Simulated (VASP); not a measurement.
A run of VASP 6.6.1 is set up as follows.

The input INCAR:

```
SYSTEM = S
PREC = Accurate
ENCUT = 520
EDIFF = 1E-7
ISMEAR = 0
SIGMA = 0.1
LREAL = .FALSE.
LASPH = .TRUE.
NELM = 80
ALGO = Normal
ISIF = 2
LWAVE = .FALSE.
LCHARG = .FALSE.
GGA = PE
IVDW = 12
NBANDS = 9
```

Contents of KPOINTS:

```
Automatic mesh
0
G
  8 8 8
  0 0 0
```

File POSCAR:

```
S
1.0
    0.0000000000      1.9943503440      1.9943503440
    1.9943503440      0.0000000000      1.9943503440
    1.9943503440      1.9943503440      0.0000000000
S
1
Direct
    0.0000000000      0.0000000000      0.0000000000
```

Potentials or basis: VASP PAW PBE potentials, release 64 (S).

Command:

```bash
$ cat potpaw_PBE.64/S/POTCAR > POTCAR
$ mpirun -np 1 vasp_std > vasp.out
```

**Question.** Estimate the dispersion energy per atom.

**Answer.** -0.383 eV.

**Question.** Estimate the band gap on the k mesh.

**Answer.** None (metal or under the smearing width).

**Question.** What does it give for the pressure?

**Answer.** -3.7 GPa.

Caveat: pairwise dispersion overbinds metals, which lowers pressure and volume.
